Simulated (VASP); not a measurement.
# C (distorted diamond): one PBE single-point calculation in two programs

```
C
1.0
     0.02340    1.79280    1.80030
     1.80470    0.03050    1.79330
     1.80130    1.78230    0.03390
C
2
Direct
  0.95280 0.05310 0.99510
  0.23360 0.26120 0.22770
```

The two codes use different PAW datasets and cutoffs. VASP's cell holds 8 valence electrons and Ansatz's 8. Ansatz's stress includes a Pulay correction; VASP's doesn't.

Cutoffs: 520 eV in VASP, 420 eV in Ansatz. k meshes: 10×10×10 and 10×10×10.

```json
{"": "gap between bands v and c on the k mesh", "VASP": "2.01 eV", "Ansatz": "2.01 eV"}
{"": "least direct gap on the k mesh", "VASP": "2.58 eV", "Ansatz": "2.57 eV"}
{"": "pressure", "VASP": "7.0 GPa", "Ansatz": "6.4 GPa"}
{"": "largest force", "VASP": "3.84 eV/Å", "Ansatz": "3.82 eV/Å"}
```

Forces (eV/Å), VASP:

```tsv
atom	Fx	Fy	Fz
C	-3.741	0.779	-0.355
C	3.741	-0.779	0.355
```

Ansatz:

```json
{"atom": "C", "Fx": "-3.729", "Fy": "0.772", "Fz": "-0.357"}
{"atom": "C", "Fx": "3.729", "Fy": "-0.772", "Fz": "0.357"}
```
